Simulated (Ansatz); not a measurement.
Runs of Ansatz 0.2.0 on HgTe. Symmetry: Fm-3m, No. 225, cubic system. The conventional cell has a = 6.360 Å, b = 6.360 Å, c = 6.360 Å, α = 90.00°, β = 90.00°, γ = 90.00°. Hg (site symmetry m-3m) is surrounded by 6 Te at 3.18 Å. Around Te (site symmetry m-3m) lie 6 Hg at 3.18 Å. Measurements of this composition are mostly on another form, of space group No. 216.

```csv
task,level,spin,cell,k mesh,points for each segment of the path,atoms under strain,gap on the mesh (eV),pressure (GPa),relaxed volume (Å³/atom)
band structure,LDA,off,as given,7 × 7 × 7,14,-,none,-7.8,-
relaxation of cell and atoms,PBEsol,off,relaxed,7 × 7 × 7,-,-,none,0.0,27.03
band structure,LDA,"SOC, no magnetisation",as given,5 × 5 × 5,14,-,none,-7.8,-
band structure,PBEsol,off,as given,7 × 7 × 7,14,-,none,-6.5,-
relaxation of cell and atoms,LDA,off,relaxed,7 × 7 × 7,-,-,none,0.0,(a)
elastic constants,PBEsol,off,as given,5 × 5 × 5,-,clamped,none,-6.3,-
phonons,PBEsol,off,as given,5 × 5 × 5,-,-,none,-,-
```

Alike in all rows: potentials or basis Ansatz PAW; cutoff (eV) 420; smearing fermi-dirac 0.05 eV.

Problem. Estimate the missing entries.

Solution. (a) 26.21.

Caveats: the PAW data sets come from PBE, with cores solved anew for the run's functional, which leaves a small shift of forces and pressure; spin-orbit coupling is left out, which moves the levels of the heavy elements (some runs); the volume moved by over 15 % at a fixed basis, so the end points are rough (some runs); the plane-wave basis is chosen anew once the cell has moved, so the energies of steps on either side of that aren't comparable (some runs); the volume moved by -16 % from the deposited cell, more than functionals usually miss (some runs); the volume moved by -19 % from the deposited cell, more than functionals usually miss (some runs); the cell is more than 3 GPa from zero pressure, which shifts response properties (some runs).

A k mesh can miss the band edges, and rows without SOC leave out spin-orbit coupling on Hg, Te.

A gap of «none» marks a metal or a gap under the smearing width.

Runs at the PBE level aren't shown here.
